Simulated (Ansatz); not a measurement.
## GaP at several levels of theory

One geometry, relaxed with PBE, and single points on it; plane waves with PAW potentials in Ansatz, scalar-relativistic unless the row names spin-orbit coupling. No spin polarisation. Meshes are on the primitive cell of 4 atoms. Gaps are the least over mesh and band path; pressure is positive in compression. Smearing is Gaussian, 0.02 eV.

```cif
data_structure
_symmetry_space_group_name_H-M 'R-3m:H'
_symmetry_Int_Tables_number 166
_cell_length_a 3.8846
_cell_length_b 3.8846
_cell_length_c 19.3051
_cell_angle_alpha 90.000
_cell_angle_beta 90.000
_cell_angle_gamma 120.000
_cell_volume 252.28
loop_
_atom_site_label
_atom_site_type_symbol
_atom_site_symmetry_multiplicity
_atom_site_Wyckoff_symbol
_atom_site_fract_x
_atom_site_fract_y
_atom_site_fract_z
_atom_site_occupancy
Ga1 Ga 6 c 0.66667 0.33333 0.76892 1
P1 P 6 c 0.33333 0.66667 0.72417 1
```

```
level cutoff (eV) k mesh gap (eV) pressure (GPa) rough cost with bands (core-min)
  PBE          420  12×12×12      0.80             0.0                               2.5
```

Task: What do r2SCAN, PBE with spin-orbit coupling, PBEsol give on the same cell?

Result:
```tsv
level	cutoff (eV)	k mesh	gap (eV)	pressure (GPa)	rough cost with bands (core-min)
r2SCAN	500	12×12×12	1.05	-2.4	4
PBE with spin-orbit coupling	420	12×12×12	0.77	0.0	4
PBEsol	420	12×12×12	0.71	-2.9	2.4
```

This form isn't the usual stable structure of the compound.